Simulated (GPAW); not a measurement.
The system is BaTiO3.

```xyz
5
Lattice="3.9998 0.0000 0.0000 0.0000 3.9998 0.0000 0.0000 0.0000 4.0180" Properties=species:S:1:pos:R:3 pbc="T T T"
Ba    0.0000    0.0000    0.0000
Ti    1.9999    1.9999    1.9688
O     0.0000    1.9999    2.0773
O     1.9999    0.0000    2.0773
O     1.9999    1.9999    0.0763
```

Base run:

```yaml
Program: GPAW 26.7.0
Functional: PBEsol
Potentials_or_basis: PAW data sets generated in the run's folder for this functional
Cutoff: 800 eV
Basis: pw
k_mesh: 5 × 5 × 5
Occupations: fermi-dirac, width 0.05 eV
Spin: no spin polarisation
```

Its results: band gap on the k mesh 1.92 eV, indirect (least direct gap 2.04 eV); pressure -2.4 GPa; largest force 0.291 eV/Å.

The run is repeated on the same cell with these changes: functional from PBEsol to LDA; k mesh from 5 × 5 × 5 to 4 × 4 × 4. What comes out?

Band gap on the k mesh 1.71 eV, indirect (least direct gap 1.99 eV); pressure -7.2 GPa; largest force 0.419 eV/Å.

Several settings changed at once, so the effect can't be laid on one alone.

Caveats: spin-orbit coupling is left out, which moves the levels of the heavy elements; the mesh misses the band edges, which the band path finds closer together (some runs).

Not every run made on this cell is shown here.
